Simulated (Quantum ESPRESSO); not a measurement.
BeS:

```
S Be
1.0
     0.00000    2.42500    2.42500
     2.42500    0.00000    2.42500
     2.42500    2.42500    0.00000
S Be
1 1
Direct
  0.75000 0.75000 0.75000
  0.00000 0.00000 0.00000
```

Program: Quantum ESPRESSO 7.5. Alike in all runs: task dielectric tensor; no spin polarisation; cell as given; k mesh 6 × 6 × 6, shifted; cutoff (eV) 612; smearing fermi-dirac 0.05 eV.

Q: Order these runs on this cell by their pressure, lowest first.
A. level BLYP; potentials or basis GBRV 1.5 PBE
B. level LDA; potentials or basis GBRV 1.5 LDA; form of the LDA correlation PZ81
C. level WC; potentials or basis GBRV 1.5 PBE

A: B (-3.2 GPa), C (-0.1 GPa), A (5.0 GPa).

Caveats: the cell is more than 3 GPa from zero pressure, which shifts response properties (some runs); the potentials were made for another functional, which shifts forces and pressure (some runs).

Runs at the PBE level aren't shown here.
